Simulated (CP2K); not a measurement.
Crystal: TaN.

```
Ta N
1.0
     2.93800    0.00000    0.00000
    -1.46900    2.54438    0.00000
     0.00000    0.00000    2.88300
Ta N
1 1
Direct
  0.00000 0.00000 0.50000
  0.66667 0.33333 0.00000
```

Base run:

```yaml
Program: CP2K 2026.2
Functional: PBEsol
Dispersion: D3(BJ)
Potentials_or_basis: POTENTIAL_UZH Ta GTH-PBE-q13, N GTH-PBE-q5; TZVP-MOLOPT-PBE-GTH basis
Density_cutoff: 6123 eV
k_mesh: 10 × 10 × 9
Occupations: fermi-dirac, width 0.05 eV
Spin: no spin polarisation
```

Its results: band gap on the k mesh none (metal or under the smearing width); pressure -12.9 GPa.

After a change of settings the same cell gave: band gap on the k mesh none (metal or under the smearing width); pressure -10.0 GPa. Which change was it?
A. dispersion from D3(BJ) to D4
B. dispersion from D3(BJ) to none
C. dispersion from D3(BJ) to rVV10
D. dispersion from D3(BJ) to D3

D.

Caveats: the potentials were made for another functional, which shifts forces and pressure; the basis of atomic orbitals isn't converged, which shifts pressures, moduli and gaps; pairwise dispersion overbinds metals, which lowers pressure and volume.
